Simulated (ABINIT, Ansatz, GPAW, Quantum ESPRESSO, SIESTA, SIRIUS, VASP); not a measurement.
## ZrC: programs and potentials compared

```
Zr C
1.0
     0.00000    2.36500    2.36500
     2.36500    0.00000    2.36500
     2.36500    2.36500    0.00000
Zr C
1 1
Direct
  0.50000 0.50000 0.50000
  0.00000 0.00000 0.00000
```

Alike in all runs: task single point; functional PBEsol; k mesh 10 × 10 × 10; occupations fermi-dirac, width 0.05 eV; no spin polarisation; no spin-orbit coupling. Pressure is positive in compression and, in plane waves, holds the error of the finite cutoff.

```csv
program and potentials,plane-wave cutoff (eV),notes,band gap (eV),pressure (GPa)
"VASP, PBE PAW files C, Zr_sv, 520 eV",520,potentials made for PBE,no gap,-8.16
"SIESTA, files PseudoDojo sr-pbesol-0.4.1-standard, DZP (energy shift 0.003 Ry; two zetas on semicore shells)",-,atomic basis,no gap,-6.42
"GPAW, PAW data sets generated for this functional",800,-,no gap,-9.31
"Quantum ESPRESSO, GBRV 1.5 PBEsol",612,-,no gap,-8.61
"SIRIUS, PseudoDojo 0.4.1 PBEsol standard (scalar relativistic)",1127,-,?,?
"Ansatz, all-electron LAPW, scalar-relativistic",-,-,no gap,-8.44
"ABINIT, PseudoDojo NC SR PBEsol v0.4.1 standard",1116,-,no gap,-8.30
```

Task: Estimate from the other rows what the run with SIRIUS, PseudoDojo 0.4.1 PBEsol standard (scalar relativistic) gave.

Result: No band gap; pressure -8.29 GPa. The other rows, which needn't bracket it: pressure -9.31 to -6.42.
